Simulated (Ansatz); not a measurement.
Crystal: Zn.

```xyz
1
Lattice="0.0000 1.9648 1.9648 1.9648 0.0000 1.9648 1.9648 1.9648 0.0000" Properties=species:S:1:pos:R:3 pbc="T T T"
Zn    0.0000    0.0000    0.0000
```

This isn't the form of Zn at room conditions, which is hcp.

A run of Ansatz 0.2.0 on this cell left the log below. Logs are shortened: lines on timing, memory, paths and dates and some standing lists are left out, and cuts for length are marked.

```text
Warning: RAYON_NUM_THREADS=2 ignored (pool sized by the plan → 2); use --threads N
Engine: ansatz 0.2.0, x86_64-unknown-linux-gnu
Pseudopotentials: kind: paw
Pseudopotential: Zn, paw, valence charge 12, recommended cutoff 420 eV (normal), Zn.paw.azcp
Functional definition: PBE
  parameter kappa = 0.804
  parameter beta = 0.06672455060314922
  exchange = pbe_x(kappa = kappa, mu = beta*pi^2/3)
  correlation = pbe_c(beta = beta)
Crystal: 1 atoms, lattice volume = 15.169 Å³
Basis set: ecut = 420 eV, 307 PW (Γ), exchange–correlation on 40×40×40 points (8 copies of the dense FFT grid, shifted against one another)
Bands: 10, of which v1, the nominal top of the filled ones, is band 6 counted from 1 (5 counted from 0)
Symmetry: 48 space group operations
k-points: 75 of 729 (irreducible under 8 space group operations, time reversal used)
Non-local potential: Zn, projectors of the file, l = 0: 2, l = 1: 2, l = 2: 3, l = 3: 1
PAW form: soft (Blöchl's): semilocal exchange-correlation on the pseudo side does not see the compensation charge
PAW one-centre angular grid: Zn, 590 points (default); XC on 64 Gauss nodes
Initial density: superposition of atomic densities (neutral atoms: chi_scale 0, normalization atom), corrected by the library's trained network
Initial wavefunctions: pseudopotential atomic-orbital guess
Functional: x = pbe(κ = 0.804, μ = 0.2195149727645171), c = pbe(β = 0.06672455060314922)
SCF iter   1: F=—  HF=-3318.997059 eV  |F-HF|=—  |Δ(HF+E_count)|=         —  Δρ=2.00e-3  dr2=4.35e-4  ethr=1.77e-3  ⟨swp⟩=5.1  Hψ=4826  notcnv=0
preconditioner: auto → none  [insulator: Δε(μ)=0.324 eV  Ē_g=17.080 eV  σ=0.050 eV  W_gap=0.73  n_scr=0 (ndim 8)  ℏωp=33.0 eV  f_vac=0.000  D(μ)=0.34/eV (n_scr^D=0)  ε∞_Penn≈4.7]
SCF iter   2: F=—  HF=-3318.997107 eV  |F-HF|=—  |Δ(HF+E_count)|=   4.77e-5  Δρ=2.28e-3  dr2=3.67e-4  ethr=3.62e-6  ⟨swp⟩=2.0  Hψ=1801  notcnv=0
SCF iter   3: F=—  HF=-3318.996945 eV  |F-HF|=—  |Δ(HF+E_count)|=   1.62e-4  Δρ=6.32e-4  dr2=2.15e-5  ethr=3.06e-6  ⟨swp⟩=2.0  Hψ=1115  notcnv=0
SCF iter   4: F=—  HF=-3318.996951 eV  |F-HF|=—  |Δ(HF+E_count)|=   6.38e-6  Δρ=1.17e-4  dr2=1.47e-6  ethr=1.79e-7  ⟨swp⟩=2.0  Hψ=1199  notcnv=0
SCF iter   5: F=—  HF=-3318.996950 eV  |F-HF|=—  |Δ(HF+E_count)|=   1.19e-6  Δρ=5.86e-5  dr2=3.08e-7  ethr=1.22e-8  ⟨swp⟩=2.0  Hψ=1139  notcnv=0
SCF iter   6: F=—  HF=-3318.996950 eV  |F-HF|=—  |Δ(HF+E_count)|=   9.52e-8  Δρ=2.08e-5  dr2=3.69e-8  ethr=2.57e-9  ⟨swp⟩=2.1  Hψ=1146  notcnv=0
SCF iter   7: F=—  HF=-3318.996950 eV  |F-HF|=—  |Δ(HF+E_count)|=   1.19e-8  Δρ=5.28e-6  dr2=2.35e-9  ethr=3.08e-10  ⟨swp⟩=2.4  Hψ=1188  notcnv=0
SCF iter   8: F=—  HF=-3318.996950 eV  |F-HF|=—  |Δ(HF+E_count)|=  8.10e-10  Δρ=9.08e-7  dr2=6.94e-11  ethr=1.96e-11  ⟨swp⟩=2.6  Hψ=1219  notcnv=0
SCF iter   9: F=-3318.996950 eV  HF=-3318.996950 eV  |F-HF|=9.09e-13  |Δ(HF+E_count)|=  2.18e-11  Δρ=1.11e-7  dr2=1.01e-12  ethr=1.00e-12  ⟨swp⟩=5.0  Hψ=2817  notcnv=0
SCF 1 converged in 9 iterations: F = -3318.996950 eV  dr2 = 1.01e-12
  greatest PAW one-centre occupation: 0.981 electrons in one spin orbital (limit 2), on the Zn atom at site 0 (counted from 0), in its partial waves of l = 2
DFPT response loops at Γ: preconditioner auto → Kerker (q_TF=auto, 2.624 Å⁻¹) (partly filled bands, converged f_vac=0.000); β = 1.00, the filter's whole step (`scf.mixing.beta` (0.50) is not read by the response loops under this deck's `scf.mixing.preconditioner`; to damp them name `kerker` or `kerker_dos`, under which they read `scf.mixing.beta`, and type it under 1.00, their step now; both keys bind the ground state too); Broyden in place of MSR1
SCF converged after 9 iterations
Free energy (F): -3318.996950 eV
Harris-Foulkes:  -3318.996950 eV  (|F-HF|=9.09e-13)
Internal energy: -3318.994217 eV  (E = F + TS)
E sigma→0 (E₀):  -3318.995583 eV
Entropy (-TS):   -0.002733 eV (-2.733 meV/atom)
Fermi energy:    10.936878 eV
--- Per-component energies (eV) ---
  E_band       = 49.754295
  E_kinetic    = 130.951286
  E_local      = -1529.371217  (includes V_loc(G=0)·N_el)
  E_nonlocal   = 610.698972
  E_hartree    = 640.971698
  E_xc         = -137.673931
  E_vxc        = -52.556349  (∫ρ·V_xc dr)
  E_paw        = -1824.898924  (= ΣΔE_a)
  E_vpaw       = -391.911371  (= ΣTr[D̂ρ^β])
  E_aug_tail   = -0.000370  (compensation charges beyond the density's cutoff)
  E_ewald      = -1209.671730
  E_smearing   = -0.002733  (= −TS)
  E_closure    = 0.000000  (closes the sum)
  Σ components = -3318.996950   (vs F -3318.996950, Δ=0.00e0)
--- Band table (eV; the first three rows and the last of 75) ---
  k-point 0: bands = ["0.6838", "3.4461", "3.4461", "3.4461", "3.8273", "3.8273", "29.2340", "29.2340", "29.2340", "29.5675"]
  k-point 1: bands = ["1.0527", "3.4202", "3.4848", "3.4848", "3.8184", "3.8184", "24.7848", "28.3072", "28.3072", "29.3591"]
  k-point 2: bands = ["2.0391", "3.4836", "3.5288", "3.5288", "3.8530", "3.8530", "19.5616", "27.2000", "27.2000", "29.0294"]
  k-point 74: bands = ["3.1154", "3.2480", "3.4367", "3.8642", "4.1552", "11.2095", "14.0938", "14.9769", "16.0886", "31.5951"]
--- Phonons (Γ-DFPT): 1 representative perturbation + reference, on 75 of 729 k-points (Σ response iterations 4) ---
  k mesh reduced under 8 symmetry operations, with k and −k counted as one. Each operation leaves every solved perturbation unchanged. A smaller set is not used because it would not reduce the number of displacements times k-points to solve
  ASR residual: 3.609e-5 → 0.000e0 eV/Å²; symmetrization residual: 4.066e-20 eV/Å²
  ASR residual per site (eV/Å²): 3.61e-5
  Γ frequencies (cm⁻¹): 0.00 0.00 0.00
  non-analytic LO–TO correction: not included (Born effective charges unavailable; polar crystals: no LO–TO splitting at Γ)
```

Q: What input gives this log?

A: Phonons with PBE, no spin polarisation. The files as run (others can give the same):

input.yaml
```yaml
crystal:
  lattice:
    - [0.0, 1.964776, 1.964776]
    - [1.964776, 0.0, 1.964776]
    - [1.964776, 1.964776, 0.0]
  atoms:
    - { symbol: Zn, position: [0.0, 0.0, 0.0] }
hamiltonian:
  xc: pbe
  pseudopotentials: { kind: paw }
kpoints:
  mp_grid: { grid: [9, 9, 9] }
scf:
  occupations: { method: fermi_dirac, width: 0.05 }
phonons:
  method: dfpt
```

Potentials or basis: Ansatz PAW.
Run with:
```bash
$ ansatz run input.yaml --threads 2 --pin off --max-ram 5632MiB --backend cpu --events-out ev --progress --plain --runs-dir out
```
